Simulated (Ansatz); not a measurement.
# GaN (h-MgO type) under strain

GaN, h-MgO type, relaxed with r2SCAN in the PAW code Ansatz. The symmetry is P6_3/mmc (No. 194, hexagonal); a = 3.300 Å, c = 4.756 Å in the conventional setting, 11.21 Å³ an atom. Ga is surrounded by 3 N at 1.91 Å; N is surrounded by 3 Ga at 1.91 Å.

The axes x, y and z are those of this cell:
```
Ga N
1.0
     3.30003    0.00000    0.00000
    -1.65002    2.85791    0.00000
     0.00000    0.00000    4.75587
Ga N
2 2
Direct
  0.33333 0.66667 0.25000
  0.66667 0.33333 0.75000
  0.66667 0.33333 0.25000
  0.33333 0.66667 0.75000
```

Unstrained: The PBE gap is direct at Γ: 1.458 eV. r2SCAN gives a direct gap of 1.867 eV at Γ. The HSE06 gap is direct at Γ: 2.666 eV. Meshes: PBE 12×12×6, r2SCAN 12×12×6, HSE06 6×6×4. Strains are changes of length per length. After each strain the atoms were relaxed again with r2SCAN within the symmetry that the strain leaves, so tilts or polar shifts that break it weren't tested; points keep the names that they have in the unstrained zone. (Calculated; spin-unpolarised; the phase may be known or hypothetical.)

Changes of the least gap in eV (an overlap counts as a negative gap):

| strain | volume change (%) | space group | PBE | r2SCAN | HSE06 | energy rise, r2SCAN (meV/atom) |
| --- | --- | --- | --- | --- | --- | --- |
| epitaxial +3.6 % in the xy plane, free normal strain -5.35 % | +1.6 | P6_3/mmc | -0.103 | -0.093 | -0.112 | 30.6 |
| uniaxial -1.68 % along x | -1.7 | Cmcm | +0.161 | +0.167 | +0.177 | 4.2 |

Epitaxial +3.6 % in the xy plane, free normal strain -5.35 %. HSE06: the gap goes from 2.666 to 2.554 eV (-0.112 eV); with r2SCAN the top three valence levels at Γ, grouped 1+2 from the top over 939 meV, become 1+2 over 717 meV. Stress change with r2SCAN, compression positive: xx -11.39, yy -11.39, zz +0.01 GPa.

Uniaxial -1.68 % along x, other directions held. HSE06: the gap goes from 2.666 to 2.843 eV (+0.177 eV); with r2SCAN the top three valence levels at Γ, grouped 1+2 from the top over 939 meV, become 1+1+1 over 978 meV. Stress change with r2SCAN, compression positive: xx +7.17, yy +3.48, zz +1.95 GPa.

The meshes of the hybrids are coarse, so their gaps aren't converged to the digits shown.

The splittings at Γ are without spin-orbit coupling, which regroups them where it is of like size or larger.
